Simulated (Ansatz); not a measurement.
# CoSi2/Si/CoSi2: conductance against the thickness of the layer, part 6 of 6

How fast does the current through CoSi2/Si/CoSi2 fall with each added layer? Both electrodes are CoSi2 fluorite(111); the barrier is Si diamond(111) (whole bilayers). In the first transport cell, after relaxation, the nearest pair of electrode and barrier is Si–Si at 2.38 Å, along the normal, at the lower face and Si–Si at 2.38 Å, along the normal, at the upper one. All share a net of side 3.829 Å, which strains the lower electrode by +1.0 % and the barrier by -1.0 %, against typed lattice constants near PBE's. The first steps treat the bulk electrodes alone.

Ansatz 0.2.0; PBE DFT, plane waves, PAW files (the session's first sound run).

So far, transmission at the Fermi level (a spin, zone mean): step 4 (T(E) of the junction) 0.0711; step 5 (conductance on a fine mesh, atomic planes in the barrier 4, gap between the …) 0.183; step 6 (conductance, 58 atoms) 0.0690; step 7 (conductance on a fine mesh, atomic planes in the barrier 8, gap between the …) 0.0252. Also channels of the lower lead: step 4 1.27; step 6 1.35.

### Step 9. Conductance, atomic planes in the barrier 14, gap between the electrodes 24.59 Å

Level of this step: PBE DFT, plane waves, PAW files; ballistic transmission by layer matching between semi-infinite leads (Ansatz).

System of this step: CoSi2/Si/CoSi2. The cell holds 66 atoms: 18 Co and 48 Si. Its edges and angles: a = 3.829 Å, b = 3.829 Å, c = 89.150 Å, α = 90.0°, β = 90.0°, γ = 120.0°. Regions: left electrode, 26 atoms (9 Co and 17 Si); barrier, 14 atoms (14 Si); right electrode, 26 atoms (17 Si and 9 Co). Vacuum lies along c.

Barrier layers are added or taken out in the middle, and the relaxed faces stay.

The input, input.yaml:

```yaml
crystal:
  lattice:
    - [3.829, 0.0, 0.0]
    - [-1.9145, 3.3160112711, 0.0]
    - [0.0, 0.0, 89.1496679221]
  atoms:
    - { symbol: Co, position: [0.66666667, 0.33333333, 0.0785196419] }
    - { symbol: Si, position: [0.0, 0.0, 0.0869473652] }
    - { symbol: Si, position: [0.66666667, 0.33333333, 0.1045348766] }
    - { symbol: Co, position: [0.0, 0.0, 0.1129625999] }
    - { symbol: Si, position: [0.33333333, 0.66666667, 0.1213903232] }
    - { symbol: Si, position: [0.0, 0.0, 0.1389778346] }
    - { symbol: Co, position: [0.33333333, 0.66666667, 0.1474055579] }
    - { symbol: Si, position: [0.66666667, 0.33333333, 0.1558332812] }
    - { symbol: Si, position: [0.33333333, 0.66666667, 0.1734207926] }
    - { symbol: Co, position: [0.66666667, 0.33333333, 0.1818485159] }
    - { symbol: Si, position: [0.0, 0.0, 0.1902762392] }
    - { symbol: Si, position: [0.66666667, 0.33333333, 0.2078637506] }
    - { symbol: Co, position: [0.0, 0.0, 0.2162914739] }
    - { symbol: Si, position: [0.33333333, 0.66666667, 0.2247191972] }
    - { symbol: Si, position: [0.0, 0.0, 0.2423067087] }
    - { symbol: Co, position: [0.33333333, 0.66666667, 0.2507344319] }
    - { symbol: Si, position: [0.66666667, 0.33333333, 0.2591621552] }
    - { symbol: Si, position: [0.33333333, 0.66666667, 0.2767496667] }
    - { symbol: Co, position: [0.66666667, 0.33333333, 0.2851773899] }
    - { symbol: Si, position: [0.0, 0.0, 0.2936051132] }
    - { symbol: Si, position: [0.66666667, 0.33333333, 0.3111926247] }
    - { symbol: Co, position: [0.0, 0.0, 0.3196203479] }
    - { symbol: Si, position: [0.33333333, 0.66666667, 0.3280480712] }
    - { symbol: Si, position: [0.0, 0.0, 0.3456355827] }
    - { symbol: Co, position: [0.33333333, 0.66666667, 0.3540633059] }
    - { symbol: Si, position: [0.66666667, 0.33333333, 0.3620777935] }
    - { symbol: Si, position: [0.66666667, 0.33333333, 0.3887251516] }
    - { symbol: Si, position: [0.0, 0.0, 0.3976132377] }
    - { symbol: Si, position: [0.0, 0.0, 0.424253362] }
    - { symbol: Si, position: [0.33333333, 0.66666667, 0.4332398138] }
    - { symbol: Si, position: [0.33333333, 0.66666667, 0.4598799694] }
    - { symbol: Si, position: [0.66666667, 0.33333333, 0.4688664212] }
    - { symbol: Si, position: [0.66666667, 0.33333333, 0.4955065769] }
    - { symbol: Si, position: [0.0, 0.0, 0.5044930287] }
    - { symbol: Si, position: [0.0, 0.0, 0.5311331843] }
    - { symbol: Si, position: [0.33333333, 0.66666667, 0.5401196361] }
    - { symbol: Si, position: [0.33333333, 0.66666667, 0.5667597917] }
    - { symbol: Si, position: [0.66666667, 0.33333333, 0.5757462436] }
    - { symbol: Si, position: [0.66666667, 0.33333333, 0.6023863992] }
    - { symbol: Si, position: [0.0, 0.0, 0.6112745677] }
    - { symbol: Si, position: [0.0, 0.0, 0.6379219778] }
    - { symbol: Co, position: [0.33333333, 0.66666667, 0.6459366941] }
    - { symbol: Si, position: [0.66666667, 0.33333333, 0.6543644173] }
    - { symbol: Si, position: [0.33333333, 0.66666667, 0.6719519288] }
    - { symbol: Co, position: [0.66666667, 0.33333333, 0.6803796521] }
    - { symbol: Si, position: [0.0, 0.0, 0.6888073753] }
    - { symbol: Si, position: [0.66666667, 0.33333333, 0.7063948868] }
    - { symbol: Co, position: [0.0, 0.0, 0.7148226101] }
    - { symbol: Si, position: [0.33333333, 0.66666667, 0.7232503333] }
    - { symbol: Si, position: [0.0, 0.0, 0.7408378448] }
    - { symbol: Co, position: [0.33333333, 0.66666667, 0.7492655681] }
    - { symbol: Si, position: [0.66666667, 0.33333333, 0.7576932913] }
    - { symbol: Si, position: [0.33333333, 0.66666667, 0.7752808028] }
    - { symbol: Co, position: [0.66666667, 0.33333333, 0.7837085261] }
    - { symbol: Si, position: [0.0, 0.0, 0.7921362494] }
    - { symbol: Si, position: [0.66666667, 0.33333333, 0.8097237608] }
    - { symbol: Co, position: [0.0, 0.0, 0.8181514841] }
    - { symbol: Si, position: [0.33333333, 0.66666667, 0.8265792074] }
    - { symbol: Si, position: [0.0, 0.0, 0.8441667188] }
    - { symbol: Co, position: [0.33333333, 0.66666667, 0.8525944421] }
    - { symbol: Si, position: [0.66666667, 0.33333333, 0.8610221654] }
    - { symbol: Si, position: [0.33333333, 0.66666667, 0.8786096768] }
    - { symbol: Co, position: [0.66666667, 0.33333333, 0.8870374001] }
    - { symbol: Si, position: [0.0, 0.0, 0.8954651234] }
    - { symbol: Si, position: [0.66666667, 0.33333333, 0.9130526348] }
    - { symbol: Co, position: [0.0, 0.0, 0.9214803581] }
kpoints:
  mp_grid: { grid: [8, 8, 1] }
scf:
  occupations: { method: fermi_dirac, width: 0.1 }
  max_iter: 150
hamiltonian:
  xc: pbe
output:
  transmission:
    kmesh: [24, 24]
    e_range: [-0.26, 0.27]
    de: 0.0375
    leads: [[11, 14], [52, 55]]
```

Run with:

```console
$ ansatz run input.yaml --threads 8 --pin off --max-ram 24576MiB --backend cpu --events-out ev --progress --plain --runs-dir out
```

Numbers of over 12 decimals in the logs are rounded to 6 here.

Log:

```text
[...]
Crystal: 66 atoms, lattice volume = 1131.934 Å³
Basis set: ecut = 420 eV, 22077 PW (Γ)
Bands: 315, of which v1, the nominal top of the filled ones, is band 249 counted from 1 (248 counted from 0)
Symmetry: 12 space group operations
[...]
k-points: 10 of 64
[...]
channels       : 1.348958e0 a spin
[...]
slowest decay  : 0.0393 /Å at (0.3333, 0.2083)
[...]
filled         : 12.2 meV over the level at which it is neutral
    channels       : 1.348958e0 a spin
[...]
slowest decay  : 0.0393 /Å at (0.3333, 0.2083)
  junction   : crystal 0 to crystal 1, 20.82 to 68.33 Å
    transmission   : 1.841507e-3 a spin
[...]
resistance     : 8.8322e-1 Ω µm² beyond half of each lead's own
[key lines of the parts left out:]
SCF converged after 12 iterations
Free energy (F): -122808.596083 eV
Fermi energy:    8.515754 eV
```

It took 3.2 min on 8 threads of Arm Neoverse V2, shared host; peak memory 14 GiB.

G = 1.1e12 S/m² (1/G = 0.884 Ω µm²), 0.43 times the step before of this kind. The largest error estimate is 6.1 %, from the mesh across the current. In the worse lead the potential repeats within 5.1 meV, which the program lets pass.

### Step 10. Comparing the runs

Times are for 8 threads of Arm Neoverse V2, shared host. The series side by side:

| no. | gap between the electrodes (Å) | junction conductance (S/m²) | resistance-area product beyond the leads (Ω um²) | time | memory (GiB) |
| --- | --- | --- | --- | --- | --- |
| 1 | 8.71 | 1.11e14 | 0.007801 | 2.5 min | 11 |
| 2 | 11.89 | 4.27e13 | 0.02217 | 2.7 min | 11 |
| 3 | 15.06 | 1.54e13 | 0.06374 | 2.8 min | 12 |
| 4 | 21.42 | 2.66e12 | 0.3753 | 3 min | 14 |
| 5 | 24.59 | 1.13e12 | 0.8832 | 3.2 min | 14 |

The runs together. The transmission, zone mean by energy, zero at the Fermi level:

| energy (eV) | 8.71 | 11.89 | 15.06 | 21.42 | 24.59 |
| --- | --- | --- | --- | --- | --- |
| -0.260 | 0.197 | 0.0699 | 0.0245 | 0.00525 | 0.00327 |
| -0.223 | 0.183 | 0.0675 | 0.0242 | 0.00487 | 0.00244 |
| -0.185 | 0.176 | 0.0667 | 0.0245 | 0.00472 | 0.00228 |
| -0.147 | 0.176 | 0.0676 | 0.0247 | 0.00460 | 0.00216 |
| -0.110 | 0.179 | 0.0698 | 0.0248 | 0.00449 | 0.00206 |
| -0.072 | 0.185 | 0.0742 | 0.0249 | 0.00442 | 0.00197 |
| -0.035 | 0.184 | 0.0716 | 0.0250 | 0.00438 | 0.00191 |
| 0.003 | 0.183 | 0.0690 | 0.0252 | 0.00434 | 0.00184 |
| 0.040 | 0.176 | 0.0686 | 0.0253 | 0.00431 | 0.00178 |
| 0.077 | 0.177 | 0.0694 | 0.0261 | 0.00429 | 0.00175 |
| 0.115 | 0.183 | 0.0702 | 0.0270 | 0.00428 | 0.00173 |
| 0.152 | 0.191 | 0.0735 | 0.0281 | 0.00439 | 0.00173 |
| 0.190 | 0.197 | 0.0759 | 0.0289 | 0.00450 | 0.00172 |
| 0.228 | 0.200 | 0.0769 | 0.0296 | 0.00466 | 0.00173 |
| 0.265 | 0.209 | 0.0807 | 0.0308 | 0.00490 | 0.00176 |

### Step 11. Fit against thickness

This step: Fit of the logarithm of the conductance against the barrier's thickness, from PBE DFT, plane waves, PAW files (Ansatz 0.2.0).

No new run: the logarithm is fitted against the thickness.

This step gave:

```yaml
decay_constant_of_the_conductance: 0.29 Å⁻¹
r_m_s_misfit_of_ln_g: 0.05
```

From the end points alone, β = ln(1.11e+14 / 1.13e+12) / 15.88 Å = 4.58 / 15.88 Å = 0.29 Å⁻¹.

### Step 12. Results

```json
{
 "1/G at 8.71 Å gap": "0.00904 Ω um²",
 "1/G at 24.6 Å gap": "0.884 Ω um²",
 "decay constant β": "0.29 Å⁻¹"
}
```

A fit of ln G against d gives β = 0.29 Å⁻¹, and step by step the slopes are 0.30, 0.32, 0.28 and 0.27 Å⁻¹. They agree within a fifth, so G falls as one exponential, by a factor of ten every 7.9 Å. At the Fermi level the layers of the barrier in the wide-window run (6 planes) hold from 0.061 to 0.15 states an eV and atom: none is empty there, through tails of the electrodes' states or through bands of its own. A semilocal functional narrows gaps, which tends to make the decay too slow. The program's largest error estimate on these conductances is 8.9 %, from the mesh across the current. No spin-orbit coupling, phonons, disorder or image charges enter; the interfaces are ordered, one cell wide and lattice-matched by strain. Semilocal gaps are too small, which can bring a band edge of the barrier nearer to the Fermi level than it is.

[Logs are printed without paths, hosts, clocks, repeated set-up lines and the standing remarks that a program may print on its own settings, such as how far it seeks lower states.]

[Hosts, paths, dates, database ids (printed as entryN), source tags and the programs' standing remarks are cut or masked in the printed files.]
